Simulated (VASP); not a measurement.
**GaSb in VASP 6.6.1, relaxation**

INCAR

```
ISPIN = 2
LASPH = .TRUE.
ENCUT = 600
LREAL = .FALSE.
EDIFFG = -5E-3
IBRION = 2
NSW = 40
LWAVE = .FALSE.
NELECT = 17.5
SIGMA = 0.02
ISMEAR = -1
LCHARG = .FALSE.
NBANDS = 16
ISIF = 3
GGA = CA
NELM = 120
MAGMOM = -1 1
EDIFF = 1E-7
PREC = Accurate
```

KPOINTS

```
KPOINTS created by Atomic Simulation Environment
0
Gamma
8 8 8
0 0 0
```

POSCAR

```
Ga Sb
 1.0000000000000000
    -0.0000000000000000    2.9025052248746062    2.9025052248746062
     2.9025052248746062    0.0000000000000000    2.9025052248746062
     2.9025052248746062    2.9025052248746062   -0.0000000000000000
 Ga  Sb
   1   1
Cartesian
 -0.0000000000000000 -0.0000000000000000 -0.0000000000000000
  2.9025052248746062  2.9025052248746062  2.9025052248746062
```

The recommended LDA PAW datasets give the neutral cell 18 valence electrons.

Command

```
mpirun -np 1 vasp_std
```

OSZICAR

```
N       E                     dE             d eps       ncg     rms          rms(c)
DAV:   1     0.812194370088E+02    0.81219E+02   -0.84503E+03  1872   0.147E+03
DAV:   2    -0.426531597554E+01   -0.85485E+02   -0.82032E+02  2176   0.326E+02
DAV:   3    -0.109089574942E+02   -0.66436E+01   -0.66175E+01  2272   0.667E+01
DAV:   4    -0.110238474267E+02   -0.11489E+00   -0.11486E+00  2176   0.953E+00
DAV:   5    -0.110263649906E+02   -0.25176E-02   -0.25175E-02  2368   0.131E+00    0.674E+00
DAV:   6    -0.112092365339E+02   -0.18287E+00   -0.20809E-01  2232   0.545E+00    0.269E+00
DAV:   7    -0.112271891875E+02   -0.17953E-01   -0.26631E-02  2352   0.196E+00    0.823E-01
DAV:   8    -0.112256801168E+02    0.15091E-02   -0.28557E-03  2136   0.341E-01    0.270E-01
DAV:   9    -0.112252759802E+02    0.40414E-03   -0.41161E-04  2696   0.149E-01    0.806E-02
DAV:  10    -0.112251707070E+02    0.10527E-03   -0.40601E-05  2544   0.714E-02    0.369E-02
...
   3 F= -.12684742E+02 E0= -.12683879E+02  d E =-.145958E+01  mag=    -0.0000
       N       E                     dE             d eps       ncg     rms          rms(c)
DAV:   1    -0.126941823250E+02   -0.94407E-02   -0.97527E-02  2360   0.566E+00    0.541E-01
DAV:   2    -0.126873882930E+02    0.67940E-02   -0.10996E-02  2368   0.240E+00    0.241E-01
DAV:   3    -0.126858053541E+02    0.15829E-02   -0.99470E-04  2376   0.624E-01    0.641E-02
DAV:   4    -0.126855912119E+02    0.21414E-03   -0.16145E-04  2712   0.151E-01    0.118E-02
DAV:   5    -0.126855836363E+02    0.75756E-05   -0.49484E-06  2264   0.252E-02    0.346E-03
DAV:   6    -0.126855831933E+02    0.44298E-06   -0.66640E-07  2416   0.136E-02    0.758E-04
DAV:   7    -0.126855831905E+02    0.27676E-08   -0.21686E-08  1248   0.223E-03
   4 F= -.12685583E+02 E0= -.12684666E+02  d E =-.146042E+01  mag=    -0.0000
```

| ionic step | ΔE (meV/atom) | volume (Å³) | largest force (eV/Å) | pressure (GPa) | electronic steps |
| --- | --- | --- | --- | --- | --- |
| 1 | 0.0 | 48.90 | 0.000 | -22.30 | 14 |
| 2 | -435.3 | 28.55 | 0.000 | 39.85 | 14 |
| 3 | -729.8 | 34.44 | 0.000 | -1.05 | 10 |
| 4 | -730.2 | 34.19 | 0.000 | 0.00 | 7 |

It converged. Results: relaxed cell vector lengths 3.643, 3.643, 3.643 Å; relaxed cell volume 34.19 Å³; magnetic moment of the cell 0.00 μB.

The cell is charged and sits in a uniform background. The volume moved far on the plane waves of the start cell, so a restart from CONTCAR is due.

For comparison, a separate LDA relaxation on usual settings, not on those above, ends at 45.24 Å³.

The run above took about 2.6 min on one core of a shared host (Intel Xeon Platinum 8488C) and held 0.23 GiB at most.
